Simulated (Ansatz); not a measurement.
Below is a relaxed structure of InGa3As4. The cell was found from a structure generator's guess, not taken from experiment.

Theory: DFT PBE, scalar-relativistic, plane waves, PAW in Ansatz 0.2.0. Cutoff 420 eV, Γ-centred mesh, Gaussian smearing, no spin polarisation.

```
In Ga As
1.0
     4.13409    0.00000    0.00000
     0.00000    4.13409    0.00000
     0.00000    0.00000   11.76055
In Ga As
1 3 4
Direct
  0.00000 0.00000 0.00000
  0.50000 0.50000 0.25905
  0.00000 0.00000 0.50000
  0.50000 0.50000 0.74095
  0.50000 0.00000 0.37959
  0.00000 0.50000 0.62041
  0.50000 0.00000 0.86029
  0.00000 0.50000 0.13971
```

Energies over the elements count from the elements' standard structures at the same level, with no fitted energy shifts.

Task: Find its symmetry and describe it.

Result: P-4m2 (No. 115), with In and Ga ordered on zinc blende sites. Conventional cell: a = 4.134 Å, c = 11.761 Å. In is surrounded by 4 As at 2.64 Å; Ga on a site of symmetry 2mm has 4 As at 2.50–2.51 Å; Ga on a site of symmetry -4m2 has 4 As at 2.51 Å; around As on its first site lie 4 Ga at 2.51 Å; 1 more site not described.

Task: How far does it lie from the elements in energy?

Result: −0.31 eV/atom. A negative formation energy is needed for stability but isn't enough: competing phases decide.

Task: Is it a metal?

Result: There is no gap on the 10×10×4 mesh, but valence and conduction bands meet within 0.015 eV, so at this level it has a zero gap rather than a metal's Fermi surface.

The last run used a 10×10×4 mesh (in the run's order of axes) for its 8-atom cell and Gaussian smearing of 0.10 eV. The zero gap may come from the functional, which often closes small gaps. The reference form of As is held partly by dispersion forces, which this level lacks. Symmetry constrained the relaxation, so the result can be a saddle point.
